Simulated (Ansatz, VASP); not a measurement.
**TaN in VASP and in Ansatz**

INCAR

```
SYSTEM = TaN
ALGO = Normal
EDIFF = 1E-6
ENCUT = 520
GGA = PS
ISIF = 2
ISMEAR = 0
LASPH = .TRUE.
LCHARG = .FALSE.
LREAL = .FALSE.
LWAVE = .FALSE.
NBANDS = 15
NELM = 80
PREC = Accurate
SIGMA = 0.15
```

The input KPOINTS:

```
k-points
0
G
  24 24 24
  0 0 0
```

File POSCAR:

```
TaN
1.0
    0.0000000000      2.3109109702      2.3109109702
    2.1878447055      0.1230662647      2.1878447055
    2.1878447055      2.1878447055      0.1230662647
Ta N
1 1
Direct
    0.5000000000      0.5000000000      0.5000000000
    0.0000000000      0.0000000000      0.0000000000
```

Input for Ansatz:

```yaml
crystal:
  lattice:
    - [0.0, 2.3109109702, 2.3109109702]
    - [2.1878447055, 0.1230662647, 2.1878447055]
    - [2.1878447055, 2.1878447055, 0.1230662647]
  atoms:
    - { symbol: Ta, position: [0.5, 0.5, 0.5] }
    - { symbol: "N", position: [0.0, 0.0, 0.0] }
basis:
  ecutwfc: 420
kpoints:
  mp_grid: { grid: [24, 24, 24] }
hamiltonian:
  xc: pbesol
scf:
  occupations: { method: gaussian, width: 0.15 }
output:
  forces: true
  stress: true
  eigenvalues: true
```

Change from the starting cell: strain +0.1125 x Voigt [0, 0, 0, 1, 0, 0], atoms carried along.

Alike in both runs: task single point; functional PBEsol; k mesh 24 × 24 × 24; occupations gaussian, width 0.15 eV; no spin polarisation.

|  | VASP | Ansatz |
| --- | --- | --- |
| version | VASP 6.6.1 | Ansatz 0.2.0 |
| potentials or method | VASP PAW PBE potentials, release 64 (Ta_pv, N) | scalar-relativistic, plane waves, PAW |
| plane-wave cutoff (eV) | 520 | 420 |
| valence electrons in the cell | 16 | 18 |

VASP gave:

```
gap on the k mesh at the Fermi level (eV)       : none
pressure (GPa)                                  : 2.6
largest component of the traceless stress (GPa) : 6.72
```

Task: What did Ansatz give for the same quantities?

Result: gap on the k mesh at the Fermi level (eV): none; pressure (GPa): 1.6; largest component of the traceless stress (GPa): 6.76.

A gap of «none» marks a metal or a gap that the smearing closes. The two sets of potentials don't hold the same shells in valence.

Caveats: the PAW data sets were made with another functional, which shifts forces and pressure a little (VASP). The runs have no spin-orbit coupling, so splittings on Ta are missing.
